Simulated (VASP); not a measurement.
# CdTe in VASP: one cell, several levels of theory, part 2 of 2

VASP 6.6.1, plane waves, PAW. The steps go on from the part before.

### Step 3. r2SCAN

INCAR

```
ENCUT = 520.000000
SIGMA = 0.010000
EDIFF = 1.00e-07
ALGO = Normal
METAGGA = R2SCAN
PREC = Accurate
IBRION = -1
ISIF = 2
ISMEAR = 0
NBANDS = 16
NELM = 120
NSW = 0
LASPH = .TRUE.
LCHARG = .FALSE.
LWAVE = .FALSE.
LREAL = .FALSE.
```

KPOINTS

```
KPOINTS created by Atomic Simulation Environment
0
Gamma
6 6 6
0 0 0
```

KPOINTS_OPT

```
special points
6
Reciprocal
0.0000000000 0.0000000000 0.0000000000 1
-0.5000000000 -0.5000000000 0.0000000000 1
-0.3750000000 -0.3750000000 0.2500000000 1
-0.3750000000 0.0000000000 0.3750000000 1
0.0000000000 0.0000000000 0.5000000000 1
-0.5000000000 -0.2500000000 0.2500000000 1
```

POSCAR

```
Cd Te
 1.0000000000000000
     0.0000000000000000    3.2471555649999999    3.2471555649999999
     3.2471555649999999    0.0000000000000000    3.2471555649999999
     3.2471555649999999    3.2471555649999999    0.0000000000000000
 Cd  Te
   1   1
Cartesian
  0.0000000000000000  0.0000000000000000  0.0000000000000000
  1.6235777825000000  1.6235777825000000  1.6235777825000000
```

On the command line:

```sh
$ mpirun -np 1 vasp_std
```

Standard output, without the iteration lines:

```text
POSCAR found type information on POSCAR CdTe
 POSCAR found :  2 types and       2 ions
 -----------------------------------------------------------------------------
|                                                                             |
|                                                                             |
|     You enforced a specific xc type in the INCAR file but a different       |
|     I HOPE YOU KNOW WHAT YOU ARE DOING!                                     |
|                                                                             |
 -----------------------------------------------------------------------------

 LDA part: xc-table for (None), standard interpolation
 POSCAR, INCAR and KPOINTS ok, starting setup
 FFT: planning ... GRIDC
 FFT: planning ... GRID_SOFT
 FFT: planning ... GRID
 WAVECAR not read
 entering main loop
 Start KPOINTS_OPT (optional k-point list driver)
k-point batch [1-6\6]
```

OSZICAR:

```text
N       E                     dE             d eps       ncg     rms          rms(c)
DAV:   1     0.547463420010E+02    0.54746E+02   -0.84487E+03   520   0.993E+02
DAV:   2    -0.477474540118E+02   -0.10249E+03   -0.97055E+02   616   0.238E+02
DAV:   3    -0.511744352912E+02   -0.34270E+01   -0.34232E+01   648   0.456E+01
DAV:   4    -0.511983501155E+02   -0.23915E-01   -0.23914E-01   752   0.350E+00
DAV:   5    -0.511984755510E+02   -0.12544E-03   -0.12544E-03   656   0.192E-01    0.546E+00
DAV:   6    -0.466475738500E+02    0.45509E+01   -0.28632E+00   528   0.212E+01    0.681E+00
DAV:   7    -0.466189557772E+02    0.28618E-01   -0.11703E-01   656   0.362E+00    0.451E+00
DAV:   8    -0.466291105939E+02   -0.10155E-01   -0.78800E-02   624   0.290E+00    0.922E-01
DAV:   9    -0.466322836348E+02   -0.31730E-02   -0.63610E-03   680   0.618E-01    0.345E-01
DAV:  10    -0.466320281785E+02    0.25546E-03   -0.18434E-03   592   0.458E-01    0.620E-02
DAV:  11    -0.466320237197E+02    0.44588E-05   -0.95234E-05   696   0.125E-01    0.417E-02
DAV:  12    -0.466320348158E+02   -0.11096E-04   -0.49285E-05   576   0.873E-02    0.224E-02
DAV:  13    -0.466320317333E+02    0.30825E-05   -0.12112E-05   632   0.411E-02    0.735E-03
DAV:  14    -0.466320319105E+02   -0.17722E-06   -0.27106E-07   600   0.450E-03    0.497E-03
DAV:  15    -0.466320316291E+02    0.28139E-06   -0.16192E-07   456   0.552E-03    0.213E-03
DAV:  16    -0.466320317238E+02   -0.94648E-07   -0.27975E-08   280   0.127E-03
   1 F= -.46632032E+02 E0= -.46632032E+02  d E =-.820904E-15
       N       E                     dE             ncg
DAV:   1     0.696266431306E+03   -0.28321E+04      192
DAV:   2     0.882291969369E+02   -0.60804E+03      224
DAV:   3     0.652396015650E+02   -0.22990E+02      256
DAV:   4     0.650828288722E+02   -0.15677E+00      272
DAV:   5     0.650818826953E+02   -0.94618E-03      280
DAV:   6     0.650818560778E+02   -0.26618E-04      256
DAV:   7     0.650818552404E+02   -0.83741E-06      256
DAV:   8     0.650818552094E+02   -0.31005E-07      176
```

Parts of OUTCAR:

```text
k-points           NKPTS =     16   k-points in BZ     NKDIM =     16   number of bands    NBANDS=     16

   NELECT =      18.0000    total number of electrons

   dimension x,y,z NGX =    36 NGY =   36 NGZ =   36
   dimension x,y,z NGXF=    72 NGYF=   72 NGZF=   72

  energy-cutoff  :      520.00
  volume of cell :       68.48
      direct lattice vectors                 reciprocal lattice vectors
     0.000000000  3.247155565  3.247155565    -0.153980920  0.153980920  0.153980920
     3.247155565  0.000000000  3.247155565     0.153980920 -0.153980920  0.153980920
     3.247155565  3.247155565  0.000000000     0.153980920  0.153980920 -0.153980920

 k-points in reciprocal lattice and weights: KPOINTS created by Atomic Simulation Env
   0.00000000  0.00000000  0.00000000       0.005
   0.16666667  0.00000000  0.00000000       0.037
   0.33333333  0.00000000  0.00000000       0.037
   0.50000000  0.00000000  0.00000000       0.019
   0.16666667  0.16666667  0.00000000       0.028
   0.33333333  0.16666667  0.00000000       0.111
   0.50000000  0.16666667  0.00000000       0.111
  -0.33333333  0.16666667  0.00000000       0.111
[... 8 more k-points ...]

 E-fermi :   2.0974

 k-point     1 :       0.0000    0.0000    0.0000
  band No.  band energies     occupation
      1      -9.4441      2.00000
      2      -6.4960      2.00000
      3      -6.4960      2.00000
      4      -6.4960      2.00000
      5      -6.2161      2.00000
      6      -6.2161      2.00000
      7       2.0471      2.00000
      8       2.0471      2.00000
      9       2.0471      2.00000
     10       3.2988      0.00000
     11       7.0800      0.00000
     12       7.0800      0.00000
     13       7.0800      0.00000
     14       9.9686      0.00000
     15      11.8657      0.00000
     16      11.8657      0.00000

 k-point     2 :       0.1667    0.0000    0.0000
  band No.  band energies     occupation
      1      -9.3423      2.00000
      2      -6.4765      2.00000
      3      -6.4765      2.00000
      4      -6.4058      2.00000
      5      -6.2171      2.00000
      6      -6.2171      2.00000
      7       0.3712      2.00000
      8       1.8191      2.00000
      9       1.8191      2.00000
     10       4.3217      0.00000
     11       7.1745      0.00000
     12       7.4233      0.00000
     13       7.4233      0.00000
     14      10.9656      0.00000
     15      10.9656      0.00000
     16      10.9763      0.00000

 k-point     3 :       0.3333    0.0000    0.0000
  band No.  band energies     occupation
      1      -9.1396      2.00000
      2      -6.4424      2.00000
      3      -6.4423      2.00000
      4      -6.2131      2.00000
      5      -6.2131      2.00000
      6      -6.1082      2.00000
      7      -1.5407      2.00000
      8       1.4337      2.00000
      9       1.4337      2.00000
     10       4.3901      0.00000
     11       7.6883      0.00000
     12       7.6883      0.00000
     13       8.7244      0.00000
     14      10.5680      0.00000
     15      11.4156      0.00000
     16      11.4156      0.00000

 k-point     4 :       0.5000    0.0000    0.0000
  band No.  band energies     occupation
      1      -9.0410      2.00000
      2      -6.4287      2.00000
      3      -6.4287      2.00000
      4      -6.2071      2.00000
      5      -6.2071      2.00000
      6      -5.8462      2.00000
      7      -2.4161      2.00000
      8       1.2651      2.00000
      9       1.2651      2.00000
     10       4.2730      0.00000
     11       7.6340      0.00000
     12       7.6340      0.00000
     13       9.4599      0.00000
     14      11.2603      0.00000
     15      12.9258      0.00000
     16      12.9258      0.00000

 k-point     5 :       0.1667    0.1667    0.0000
  band No.  band energies     occupation
      1      -9.3087      2.00000
      2      -6.4567      2.00000
      3      -6.4567      2.00000
      4      -6.4055      2.00000
      5      -6.2238      2.00000
      6      -6.2082      2.00000
      7       0.3882      2.00000
      8       1.4402      2.00000
      9       1.4402      2.00000
     10       4.9333      0.00000
     11       6.1448      0.00000
     12       8.0535      0.00000
     13       8.0535      0.00000
     14       9.6330      0.00000
     15      11.7722      0.00000
     16      12.1172      0.00000

[... the tables of k-points 6 to 16 left out ...]

  Total        0.5921142      0.5921142      0.5921142     -0.0000000     -0.0000000      0.0000000
  in kB       13.8540499     13.8540499     13.8540499     -0.0000000     -0.0000000      0.0000000
  external PRESSURE =      13.8540499 kB  Pullay stress =       0.0000000 kB

 POSITION                                       TOTAL-FORCE (eV/Angst)
 -----------------------------------------------------------------------------------
      0.00000      0.00000      0.00000         0.000000      0.000000      0.000000
      1.62358      1.62358      1.62358        -0.000000     -0.000000     -0.000000
 -----------------------------------------------------------------------------------
    total drift:                               -0.000001     -0.000001     -0.000001

  FREE ENERGIE OF THE ION-ELECTRON SYSTEM (eV)
  ---------------------------------------------------
  free  energy   TOTEN  =       -46.6320317238 eV

  energy  without entropy=      -46.6320317238  energy(sigma->0) =      -46.63203172
```

Hardware: 1 MPI rank of Intel Xeon Platinum 8488C, shared host.

The levels at the points of KPOINTS_OPT are read from vasprun.xml.

Band energies at the special points (eV, zero at the top of v, the last band that the electrons fill by count):

```
point    v−1      v     c   c+1
    Γ   0.00   0.00  1.25  5.03
    X  -1.89  -1.89  2.89  2.98
    U  -2.59  -1.56  3.22  4.87
    K  -2.59  -1.56  3.22  4.87
    L  -0.78  -0.78  2.23  5.59
    W  -2.36  -2.22  4.65  4.94
```

r2SCAN gives a direct gap of 1.25 eV at Γ. Pressure: 1.39 GPa; the forces vanish within 0.01 eV/Å.

### Step 4. What came out

What follows sums up all 2 parts.

| level | gap (eV) | pressure (GPa) | Ansatz: gap (eV) | Ansatz: pressure (GPa) |
| --- | --- | --- | --- | --- |
| PBE | 0.75 | 2.43 | 0.75 | 2.30 |
| r2SCAN | 1.25 | 1.39 | 1.26 | 1.27 |

The gap spans 0.75 eV (PBE) to 1.25 eV (r2SCAN). Spin-orbit coupling is left out, though the cell holds Te (Z = 52); in an element this heavy it can shift bands and gaps by tenths of an eV. At this one volume the pressure spans 1.4 GPa (r2SCAN) to 2.4 GPa (PBE): PBE wants the largest cell and r2SCAN the smallest. The two programs agree on the gap within 0.02 eV, far less than the spread between functionals. The two codes have different PAW datasets and cutoffs. VASP's cell holds 18 valence electrons and Ansatz's 36.
